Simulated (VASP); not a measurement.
The system is HgTe (Coloradoite).

```xyz
2
Lattice="0.0000 3.2145 3.2145 3.2145 0.0000 3.2145 3.2145 3.2145 0.0000" Properties=species:S:1:pos:R:3 pbc="T T T"
Hg    0.0000    0.0000    0.0000
Te    4.8217    4.8217    4.8217
```

```yaml
Program: VASP 6.6.1
Task: relaxation of cell and atoms
Functional: vdW-DF2
Potentials_or_basis: VASP PAW PBE potentials, release 64 (Hg, Te)
Cutoff: 600 eV
k_mesh: 7 × 7 × 7
Occupations: fermi-dirac, width 0.05 eV
Spin: no spin polarisation
```

At the start: pressure 9.5 GPa; volume 33.22 Å³/atom.

Q: How do energy, volume and symmetry change on relaxing?

A: Over 4 steps the energy falls by 186.2 meV/atom and the volume is 41.05 Å³/atom (+23.6 %); space group F-43m (No. 216, to 0.05 Å).

Step by step:
```csv
step,energy change (eV),largest force (eV/Å),pressure (GPa),volume (Å³)
1,0.0000,0.0000,9.47,66.43
2,-0.3497,0.0000,-1.34,87.16
3,-0.3723,0.0000,0.10,81.75
4,-0.3724,0.0000,-0.01,82.09
```

Final structure:
```
Hg Te
1.0
     0.00000    3.44950    3.44950
     3.44950    0.00000    3.44950
     3.44950    3.44950    0.00000
Hg Te
1 1
Direct
  0.00000 0.00000 0.00000
  0.75000 0.75000 0.75000
```

Caveat: the volume moved by over 15 % at a fixed basis, so the end points are rough; the PAW data sets were made with another functional, which shifts forces and pressure a little; the volume moved by +24 % from the deposited cell, more than functionals usually miss.
